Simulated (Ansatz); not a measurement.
# Vibrational response of TaC

All numbers below come from DFT PBE, scalar-relativistic, plane waves, PAW (Ansatz 0.2.0). Settings: 420 eV plane-wave cutoff, Γ-centred 16×16×16 mesh, Fermi-Dirac smearing of 0.15 eV. No spin polarisation. Phonons by linear response, acoustic sum rule imposed.

The cell, relaxed at this level:
```
CELL_PARAMETERS angstrom
0.00000 2.23816 2.23816
2.23816 0.00000 2.23816
2.23816 2.23816 0.00000
ATOMIC_POSITIONS crystal
Ta 0.00000 0.00000 0.00000
C 0.50000 0.50000 0.50000
```

In a metal, frequencies and elastic constants depend on the k mesh and the smearing, soft modes and shear constants most. Spin–orbit coupling is left out, which can shift energies with elements as heavy as these.

Optical modes at Γ; i marks an imaginary frequency:
| frequency (meV) | degeneracy |
| --- | --- |
| 66.6 | 3 |

All 3 optical modes at Γ are real: no displacement of atoms at fixed cell lowers the energy to second order. Strains and modes at other wave vectors aren't tested by this run.

Cost: 1 run of about 0.38 core-minutes, on Intel Xeon Platinum 8488C (Sapphire Rapids) (shared hosts).